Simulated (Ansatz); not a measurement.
# MnAs: properties at the relaxed cell

One table from this session's results is given with a row withheld; the runs are named, their logs left out.

The COD entry's cell or inner coordinates are ideal or old and differ from later refinements, so a difference from it is no clean test against experiment.

Method: DFT PBE, scalar-relativistic, plane waves, PAW, in Ansatz 0.2.0.

1 further run of the same task is left out (set aside as unsound or not needed).

## The structure to begin with

Symmetry: P6_3/mmc, No. 194, hexagonal system. Conventional cell: a = 3.656 Å, b = 3.656 Å, c = 5.502 Å, α = 90.00°, β = 90.00°, γ = 120.00°. Mn (site symmetry -3m) is surrounded by 6 As at 2.52 Å and 2 Mn at 2.75 Å. As (site symmetry -6m2) is surrounded by 6 Mn at 2.52 Å.

As a file:

```cif
data_structure
_symmetry_space_group_name_H-M 'P 1'
_symmetry_Int_Tables_number 1
_cell_length_a 3.6560
_cell_length_b 3.6560
_cell_length_c 5.5024
_cell_angle_alpha 90.000
_cell_angle_beta 90.000
_cell_angle_gamma 120.000
_cell_volume 63.70
loop_
_atom_site_label
_atom_site_type_symbol
_atom_site_fract_x
_atom_site_fract_y
_atom_site_fract_z
_atom_site_occupancy
Mn1 Mn 0.00000 0.00000 0.00000 1
Mn2 Mn 0.00000 0.00000 0.50000 1
As1 As 0.33333 0.66667 0.25000 1
As2 As 0.66667 0.33333 0.75000 1
```

It is the result of an earlier relaxation at this level (volume 15.92 Å³/atom; gap on the mesh: none (metal), site moments up to 2.9 μB).

The first run:

Contents of input.yaml:

```yaml
crystal:
  lattice:
    - [3.6560466426, 0.0, 0.0]
    - [-1.8280233213, 3.1662292699, 0.0]
    - [0.0, 0.0, 5.5024475078]
  atoms:
    - { symbol: Mn, position: [0.0, 0.0, 0.0], spin: 3.14 }
    - { symbol: Mn, position: [0.0, 0.0, 0.5], spin: 3.14 }
    - { symbol: As, position: [0.3333333333, 0.6666666667, 0.25], spin: -0.12 }
    - { symbol: As, position: [0.6666666667, 0.3333333333, 0.75], spin: -0.12 }
basis:
  ecutwfc: 420
kpoints:
  mp_grid: { grid: [12, 12, 8] }
  band_path:
    path:
      - [[0.0, 0.0, 0.0], [0.5, 0.0, 0.0], [0.33333333, 0.33333333, 0.0], [0.0, 0.0, 0.0], [0.0, 0.0, 0.5], [0.5, 0.0, 0.5], [0.33333333, 0.33333333, 0.5], [0.0, 0.0, 0.5]]
      - [[0.5, 0.0, 0.5], [0.5, 0.0, 0.0]]
      - [[0.33333333, 0.33333333, 0.5], [0.33333333, 0.33333333, 0.0]]
    npoints: 14
hamiltonian:
  xc: pbe
scf:
  occupations: { method: gaussian, width: 0.1 }
  n_extra_bands: 10
output:
  forces: true
  stress: true
  eigenvalues: true
  populations: true
  dos: { projected: true, de: 0.02, nscf_kmesh: { grid: [18, 18, 12] } }
  bader: true
magnetization:
  spin_polarized: true
checkpoint:
  read: start.run
  write: ck
  compress: false
  write_wavefunctions: false
  write_every: 100000
```

On the command line:

```
$ ansatz run input.yaml --threads 1 --pin off --max-ram 2560MiB --backend cpu --events-out ev --progress --plain --runs-dir out
```

Steps of the session up to this table: Static run: bands, density of states and charges; Volume × 0.97; The cell scaled to 1.03 of its volume; Volume × 0.94; Point at V/V0 = 1.06.

One table of the session follows, with a row left open; its other results are not shown here.

It belongs to the step «Equation of state». 

```
volume (Å³/atom)  energy above the lowest point (meV/atom)  pressure (GPa)  largest moment (μB)
          14.968                                      14.8            5.45                 2.56
          15.446                                       3.3            2.39                 2.71
          15.924                                       0.0           -0.02                 2.85
          16.402                                         ?               ?                    ?
          16.879                                      10.2           -3.14                 3.13
```

Q: Estimate the row for volume (Å³/atom) = 16.402 from the others.

Worked estimate for «energy above the lowest point (meV/atom)». A straight line through the neighbours (15.924, 0.0) and (16.879, 10.2) gives 0.0 + (10.2 − 0.0) × (16.402 − 15.924) / (16.879 − 15.924) = 5.1; a parabola fitted to 3 rows on both sides gives 2.3.

As computed: energy above the lowest point (meV/atom): 3.0; pressure (GPa): -1.80; largest moment (μB): 2.99. In «energy above the lowest point (meV/atom)» the line misses by +2.1 and the parabola by -0.7.

To keep in mind: Warnings in the runs' records: stability check not made.
